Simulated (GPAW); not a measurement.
Write an ASE script for GPAW 26.7.0 that does the following.

- Task: band structure
- Functional: r2SCAN
- Potentials or basis: GPAW PAW data sets (gpaw-data 1.2.1)
- Cutoff: 600 eV
- Basis: pw
- k mesh: 6 × 6 × 4
- Occupations: fermi-dirac, width 0.05 eV
- Spin: no spin polarisation
- Maxiter: 150
- Band path: GMKGALHA,LM,KH
- Band points: 60

The system is Ge.

```
Ge
1.0
     3.99759    0.00000    0.00000
    -1.99879    3.46201    0.00000
     0.00000    0.00000    6.59938
Ge
4
Direct
  0.33333 0.66667 0.93710
  0.66667 0.33333 0.43710
  0.33333 0.66667 0.56290
  0.66667 0.33333 0.06290
```

This isn't the form of Ge at room conditions, which is diamond.

The input as run:

run.py

```python
from ase import Atoms
from ase.dft.bandgap import bandgap
from ase.io import write
from ase.units import GPa
from gpaw import GPAW, PW

atoms = Atoms(['Ge', 'Ge', 'Ge', 'Ge'],
              cell=[[3.9975858431, 0.0, 0.0],
                    [-1.9987929216, 3.462010894, 0.0],
                    [0.0, 0.0, 6.59937795]],
              scaled_positions=[[0.3333333333, 0.6666666667, 0.93709875],
                                [0.6666666667, 0.3333333333, 0.43709875],
                                [0.3333333333, 0.6666666667, 0.56290125],
                                [0.6666666667, 0.3333333333, 0.06290125]],
              pbc=True)

calc = GPAW(mode=PW(600),
            xc='MGGA_X_R2SCAN+MGGA_C_R2SCAN',
            kpts={'size': (6, 6, 4), 'gamma': True},
            occupations={'name': 'fermi-dirac', 'width': 0.05},
            nbands=18,
            convergence={'density': 1e-05, 'energy': 1e-05},
            maxiter=150,
            txt='gpaw.txt')
atoms.calc = calc
energy = atoms.get_potential_energy()
forces = atoms.get_forces()
stress = atoms.get_stress()
calc.write('gs.gpw')
write('result.traj', atoms)
print(f'Energy: {energy:.6f} eV')
print('Forces (eV/A):')
print(forces.round(4))
print('Stress (GPa):', (stress / GPa).round(3))
print('Fermi level:', round(calc.get_fermi_level(), 4), 'eV')
print(f'Gap: {bandgap(calc)[0]:.4f} eV, direct: {bandgap(calc, direct=True)[0]:.4f} eV')

path = atoms.cell.bandpath('GMKGALHA,LM,KH', npoints=60, eps=1e-4)
bs_calc = calc.fixed_density(kpts=path, symmetry='off', nbands=34,
                             convergence={'bands': 'CBM+6.0', 'eigenstates': 1e-6}, txt='bands.txt')
bs = bs_calc.band_structure()
bs.write('bs.json')
print(f'Gap on the path: {bandgap(bs_calc)[0]:.4f} eV')
```

Potentials or basis: GPAW PAW data sets (gpaw-data 1.2.1), pw.

Command:

```sh
$ OMP_NUM_THREADS=1 python run.py
```

It gave:

```json
{
  "Pressure": "0.0 GPa",
  "Band gap on the k mesh": "0.09 eV, direct",
  "Band gap along the path": "0.09 eV, direct"
}
```

Caveat: the PAW data sets were made with another functional, which shifts forces and pressure a little.

Run time: 4.5 min on 1 thread of Arm Neoverse V1 (shared host), peak memory 0.38 GiB.
